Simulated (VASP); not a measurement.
# Re (Fm-3m) in VASP: a series of runs

One crystal, Re, is run at these levels: PBEsol; tasks: single point, relaxation of cell and atoms.

Everything below comes from runs of VASP 6.6.1. Logs are shortened: lines on timing, memory, paths and dates and some standing lists are left out, and cuts for length are marked.

## (1) The structure

It takes space group Fm-3m (No. 225, cubic). The conventional cell has a = 3.881 Å, b = 3.881 Å, c = 3.881 Å, α = 90.00°, β = 90.00°, γ = 90.00°. Re (site symmetry m-3m) is surrounded by 12 Re at 2.74 Å.

This isn't the form of Re at room conditions, which is hcp.

## (2) Single point, PBEsol

Contents of INCAR:

```
PREC = Accurate ; ENCUT = 520
EDIFF = 1E-6 ; ISMEAR = 0
SIGMA = 0.1 ; LREAL = False
LASPH = True ; NELM = 100
ALGO = Normal ; ISIF = 2
LWAVE = False ; LCHARG = False
GGA = PS ; NBANDS = 10
```

Contents of KPOINTS:

```
regular mesh
0
Gamma
  18 18 18
```

Contents of POSCAR:

```
Re
1.0
    0.0000000000      1.9403324161      1.9403324161
    1.9403324161      0.0000000000      1.9403324161
    1.9403324161      1.9403324161      0.0000000000
Re
1
Direct
    0.0000000000      0.0000000000      0.0000000000
```

Potentials or basis: VASP PAW PBE potentials, release 64 (Re).

Started as:

```sh
$ cat potpaw_PBE.64/Re/POTCAR > POTCAR
$ mpirun -np 1 vasp_std > vasp.out
```

OUTCAR:

```text
PREC = Accurate
   ENCUT = 520
   EDIFF = 1E-6
   ISMEAR = 0
   LREAL = False
   LASPH = True
   NELM = 100
   ISIF = 2
   GGA = PS

 ion  position               nearest neighbor table
   1  0.000  0.000  0.000-

  LATTYP: Found a face centered cubic cell.
 ALAT       =     3.8806648322

  Lattice vectors:

 A1 = (   0.0000000000,   1.9403324161,   1.9403324161)
 A2 = (   1.9403324161,   0.0000000000,   1.9403324161)
 A3 = (   1.9403324161,   1.9403324161,   0.0000000000)

Analysis of symmetry for initial positions (statically):
=====================================================================
 Subroutine PRICEL returns:
 Original cell was already a primitive cell.

 Routine SETGRP: Setting up the symmetry group for a
 face centered cubic supercell.

 Subroutine GETGRP returns: Found 48 space group operations
 (whereof 48 operations were pure point group operations)
 out of a pool of 48 trial point group operations.

The static configuration has the point symmetry O_h .

Analysis of symmetry for dynamics (positions and initial velocities):
=====================================================================
 Subroutine PRICEL returns:
 Original cell was already a primitive cell.

 Routine SETGRP: Setting up the symmetry group for a
 face centered cubic supercell.

 Subroutine GETGRP returns: Found 48 space group operations
 (whereof 48 operations were pure point group operations)
 out of a pool of 48 trial point group operations.

The dynamic configuration has the point symmetry O_h .

 Subroutine INISYM returns: Found 48 space group operations
 (whereof 48 operations are pure point group operations),
 and found     1 'primitive' translations

----------------------------------------------------------------------------------------

                                     Primitive cell

  volume of cell :      14.6103

  direct lattice vectors                    reciprocal lattice vectors
     0.000000000  1.940332416  1.940332416    -0.257687804  0.257687804  0.257687804
     1.940332416  0.000000000  1.940332416     0.257687804 -0.257687804  0.257687804
     1.940332416  1.940332416  0.000000000     0.257687804  0.257687804 -0.257687804

  length of vectors
     2.744044418  2.744044418  2.744044418     0.446328370  0.446328370  0.446328370

  position of ions in fractional coordinates (direct lattice)
     0.000000000  0.000000000  0.000000000
[... 80 lines left out ...]
   IBRION =     -1    ionic relax: 0-MD 1-quasi-New 2-CG
   NFREE  =      0    steps in history (QN), initial steepest desc. (CG)
   ISIF   =      2    stress and relaxation
   ISYM   =      2    0-nonsym 1-usesym 2-fastsym
   POTIM  = 0.5000    time-step for ionic-motion
   TEBEG  =    0.0;   TEEND  =   0.0 temperature during run
   PSTRESS=    0.0 pullay stress
   NELECT =       7.0000    total number of electrons
   NUPDOWN=      -1.0000    fix difference up-down
   EMIN   =  10.00;   EMAX   =-10.00  energy-range for DOS
   EFERMI =   0.00;   METHOD = LEGACY
   ISMEAR =     0;   SIGMA  =   0.10  broadening in eV -4-tet -1-fermi 0-gaus
   EFERMI_NEDOS =   21; number of points for ismear=-14 and -15
   IALGO  =     38    algorithm
   IMIX   =      4    mixing-type and parameters
     AMIX     =   0.40;   BMIX     =  1.00
     AMIX_MAG =   1.60;   BMIX_MAG =  1.00
  volume/ion in A,a.u.               =      14.61        98.60
  Fermi-wavevector in a.u.,A,eV,Ry     =   1.281016  2.420770 22.327203  1.641003
  Thomas-Fermi vector in A             =   2.413411
   LORBIT       =      0    0 simple, 1 ext, 2 COOP (PROOUT), +10 PAW based schemes
   GGA     = PS    functional components
   LHFCALC =     F    Hartree Fock is set to
   AEXX    =    0.0000 exact exchange contribution
   IVDW    =     0    specifies the selected vdW correction
   LEPSILON=     F    determine dielectric tensor
   LRPA    =     F    only Hartree local field effects (RPA)
 non-spin polarized calculation
 Gauss-broadening in eV      SIGMA  =   0.10
  energy-cutoff  :      520.00
  volume of cell :       14.61
 maximum number of plane-waves:       411
   NGX = 11   NGY = 11   NGZ = 11

 number of electron       7.0000001 magnetization

 Free energy of the ion-electron system (eV)
  ---------------------------------------------------
  ext. energy  EPLUGINS =         0.00000000
  ---------------------------------------------------
  free energy    TOTEN  =       -13.30230012 eV

  energy without entropy =      -13.29801996  energy(sigma->0) =      -13.30016004

 E-fermi :   8.0656     XC(G=0): -13.8596

 val. band max:        8.0563475514   @ k =  -0.3889   0.4444   0.0556
 cond. band min:       8.0969949757   @ k =  -0.3333   0.2778   0.0000
 fundamental gap:      0.0406474243
 Fermi energy:         8.0656464195

 k-point     1 :       0.0000    0.0000    0.0000
  band No.  band energies     occupation
      1      -2.1387      2.00000
      2       6.1339      2.00000
      3       6.1339      2.00000
      4       6.1339      2.00000
      5       9.3567      0.00000
      6       9.3567      0.00000
      7      22.0356      0.00000
      8      27.7070      0.00000
      9      27.7070      0.00000
     10      27.7070      0.00000
[... 287 lines left out ...]
 k-point    24 :      -0.2222    0.0556    0.0000
  band No.  band energies     occupation
      1       0.1901      2.00000
      2       5.1652      2.00000
      3       6.5979      2.00000
      4       6.7338      2.00000
      5       8.9163      0.00000
      6       9.9846      0.00000
      7      22.4358      0.00000
      8      25.9766      0.00000
      9      30.7045      0.00000
     10      32.0149      0.00000

 [... further k-points ...]

------------------------ aborting loop because EDIFF is reached ----------------------------------------

  FORCE on cell =-STRESS in cart. coord.  units (eV):
  Direction    XX          YY          ZZ          XY          YZ          ZX
  --------------------------------------------------------------------------------------
  -------------------------------------------------------------------------------------
  Total       -0.0092431     -0.0092431     -0.0092431      0.0000000     -0.0000000      0.0000000
  in kB       -1.0136082     -1.0136082     -1.0136082      0.0000000     -0.0000000      0.0000000
  external PRESSURE =      -1.0136082 kB  Pullay stress =       0.0000000 kB

 VOLUME and BASIS-vectors are now :
 -----------------------------------------------------------------------------
  energy-cutoff  :      520.00
  volume of cell :       14.61
      direct lattice vectors                 reciprocal lattice vectors
     0.000000000  1.940332416  1.940332416    -0.257687804  0.257687804  0.257687804
     1.940332416  0.000000000  1.940332416     0.257687804 -0.257687804  0.257687804
     1.940332416  1.940332416  0.000000000     0.257687804  0.257687804 -0.257687804

 POSITION                                       TOTAL-FORCE (eV/Angst)
 -----------------------------------------------------------------------------------
      0.00000      0.00000      0.00000         0.000000      0.000000      0.000000
 -----------------------------------------------------------------------------------
    total drift:                                0.000000      0.000000     -0.000000

  FREE ENERGIE OF THE ION-ELECTRON SYSTEM (eV)
  ---------------------------------------------------
  free  energy   TOTEN  =       -13.3023001239 eV

  energy  without entropy=      -13.2980199561  energy(sigma->0) =      -13.30016004
```

OSZICAR:

```text
N       E                     dE             d eps       ncg     rms          rms(c)
DAV:   1     0.436605390740E+01    0.43661E+01   -0.34167E+03  6114   0.764E+02
DAV:   2    -0.136640157132E+02   -0.18030E+02   -0.16636E+02  5974   0.166E+02
DAV:   3    -0.140583479743E+02   -0.39433E+00   -0.38826E+00  6452   0.436E+01
DAV:   4    -0.140600900178E+02   -0.17420E-02   -0.17411E-02  6318   0.126E+00
DAV:   5    -0.140600927079E+02   -0.26901E-05   -0.26903E-05  5746   0.280E-02    0.318E+01
DAV:   6    -0.135047439076E+02    0.55535E+00   -0.45198E-01  6154   0.174E+01    0.132E+01
DAV:   7    -0.133088896251E+02    0.19585E+00   -0.35641E-01  6202   0.147E+01    0.686E-01
DAV:   8    -0.133028152670E+02    0.60744E-02   -0.28345E-03  5796   0.406E-01    0.113E-01
DAV:   9    -0.133022953929E+02    0.51987E-03   -0.35765E-04  5682   0.155E-01    0.268E-02
DAV:  10    -0.133022999844E+02   -0.45916E-05   -0.20429E-05  5118   0.519E-02    0.439E-03
DAV:  11    -0.133023001239E+02   -0.13946E-06   -0.32635E-07  3560   0.106E-02
   1 F= -.13302300E+02 E0= -.13300160E+02  d E =-.428017E-02
```

stdout:

```text
POSCAR found type information on POSCAR Re
 POSCAR found :  1 types and       1 ions
 scaLAPACK will be used
 -----------------------------------------------------------------------------
|                                                                             |
|                                                                             |
|     You enforced a specific xc type in the INCAR file but a different       |
|     I HOPE YOU KNOW WHAT YOU ARE DOING!                                     |
|                                                                             |
 -----------------------------------------------------------------------------

 LDA part: xc-table for (Slater+PW92), standard interpolation
 POSCAR, INCAR and KPOINTS ok, starting setup
 FFT: planning ... GRIDC
 FFT: planning ... GRID_SOFT
 FFT: planning ... GRID
 WAVECAR not read
 entering main loop
```

Run time: 9.6 s. Hardware: 1 thread of Intel Xeon 6975P-C (Granite Rapids), shared host; peak memory 0.15 GiB.

What came out:

* Free energy: -13.3023 eV
* Pressure: -0.1 GPa
* Band gap on the k mesh: none (metal or under the smearing width)

Caveat: the PAW data sets were made with another functional, which shifts forces and pressure a little.

## (3) Relaxation of cell and atoms, PBEsol

This run uses another cell than the first one, of 14.70 Å³/atom, 1.006 times its volume.

Contents of INCAR:

```
SYSTEM = Re
PREC = Accurate
ENCUT = 600
EDIFF = 1E-7
ISMEAR = 0
SIGMA = 0.1
LREAL = .FALSE.
LASPH = .TRUE.
NELM = 100
ALGO = Normal
ISIF = 3
LWAVE = .FALSE.
LCHARG = .FALSE.
GGA = PS
IBRION = 2
NSW = 100
EDIFFG = -0.002
```

Contents of KPOINTS:

```
Automatic mesh
0
G
  18 18 18
  0 0 0
```

Contents of POSCAR:

```
Re
1.0
    0.0000000000      1.9442962850      1.9442962850
    1.9442962850      0.0000000000      1.9442962850
    1.9442962850      1.9442962850      0.0000000000
Re
1
Direct
    0.0000000000      0.0000000000      0.0000000000
```

Potentials or basis: VASP PAW PBE potentials, release 64 (Re).

Started as:

```sh
$ cat potpaw_PBE.64/Re/POTCAR > POTCAR
$ mpirun -np 1 vasp_std > vasp.out
```

It took 18 s on 1 thread of Intel Xeon 6975P-C (Granite Rapids), shared host; peak memory 0.17 GiB.

The run converged. Its results:

```yaml
Free_energy: -13.3031 eV
Relaxed_volume: 14.61 Å³/atom
Relaxed_cell: a = 2.744 Å, b = 2.744 Å, c = 2.744 Å, α = 60.00°, β = 60.00°, γ = 60.00°
Space_group_after_relaxing_to_0.05_Å: Fm-3m (No. 225)
Energy_gained_by_relaxing: 0.7 meV/atom
Ionic_steps: 3
Pressure_after_relaxing: 0.0 GPa
Band_gap_on_the_k_mesh: none (metal or under the smearing width)
```

The path:
| step | energy change (eV) | largest force (eV/Å) | pressure (GPa) | volume (Å³) |
| --- | --- | --- | --- | --- |
| 1 | 0.0000 | 0.0000 | -2.39 | 14.70 |
| 2 | 0.0118 | 0.0000 | 10.92 | 14.24 |
| 3 | -0.0007 | 0.0000 | -0.01 | 14.61 |

Final structure:
```
Re
1.0
     0.00000    1.94040    1.94040
     1.94040    0.00000    1.94040
     1.94040    1.94040    0.00000
Re
1
Direct
  0.00000 0.00000 0.00000
```

Levels at points of the mesh, in eV from the Fermi level:
```csv
k point,band 1,band 2,band 3,band 4,band 5,band 6,band 7
"(0.00, 0.00, 0.00)",-10.20,-1.93,-1.93,-1.93,1.29,1.29,13.97
"(0.50, 0.00, 0.00)",-6.94,-2.15,-2.15,0.24,3.89,3.89,10.07
"(0.50, 0.50, 0.00)",-6.91,-6.02,2.85,3.83,4.65,4.65,12.35
```

Caveat: the PAW data sets were made with another functional, which shifts forces and pressure a little.

## (4) Single point, PBEsol

This run uses another cell than the first one, of 14.70 Å³/atom, 1.006 times its volume.

Contents of INCAR:

```
SYSTEM = Re
  PREC = Accurate
  ENCUT = 520
  EDIFF = 1E-6
  ISMEAR = 0
  SIGMA = 0.1
  LREAL = .FALSE.
  LASPH = .TRUE.
  NELM = 100
  ALGO = Normal
  ISIF = 2
  LWAVE = .FALSE.
  LCHARG = .FALSE.
  GGA = PS
  NBANDS = 10
```

Contents of KPOINTS:

```
Automatic mesh
0
G
  8 8 8
  0 0 0
```

POSCAR is that of step 3.

Started as:

```sh
$ cat potpaw_PBE.64/Re/POTCAR > POTCAR
$ mpirun -np 1 vasp_std > vasp.out
```

It took 2.3 s on 1 thread of Intel Xeon 6975P-C (Granite Rapids), shared host; peak memory 0.12 GiB.

Results (log left out):

- Free energy: -13.2793 eV
- Pressure: -3.1 GPa
- Band gap on the k mesh: none (metal or under the smearing width)

Levels at points of the mesh, in eV from the Fermi level:
| k point | band 1 | band 2 | band 3 | band 4 | band 5 | band 6 | band 7 | band 8 |
| --- | --- | --- | --- | --- | --- | --- | --- | --- |
| (0.00, 0.00, 0.00) | -10.37 | -2.11 | -2.11 | -2.11 | 1.10 | 1.10 | 13.74 | 19.40 |
| (0.50, 0.00, 0.00) | -7.10 | -2.32 | -2.32 | 0.03 | 3.67 | 3.67 | 9.79 | 13.24 |
| (0.50, 0.50, 0.00) | -7.04 | -6.17 | 2.61 | 3.62 | 4.42 | 4.42 | 12.10 | 12.10 |

Caveat: the PAW data sets were made with another functional, which shifts forces and pressure a little. The run has no spin-orbit coupling, so splittings on Re are missing.

## (5) The runs side by side

```tsv
task	cell	k mesh	cutoff (eV)	gap on the mesh (eV)	pressure (GPa)
single point	Fm-3m, 14.61 Å³/atom	18 × 18 × 18	520	none	-0.1
relaxation of cell and atoms	relaxed	18 × 18 × 18	600	none	0.0
single point	Fm-3m, 14.7 Å³/atom	8 × 8 × 8	520	none	-3.1
```

Alike in all rows: level PBEsol; potentials or basis VASP PAW PBE potentials, release 64 (Re); no spin polarisation; smearing gaussian 0.1 eV.

Caveats: the PAW data sets were made with another functional, which shifts forces and pressure a little.

Absolute energies hang on the potentials; compare differences alone.
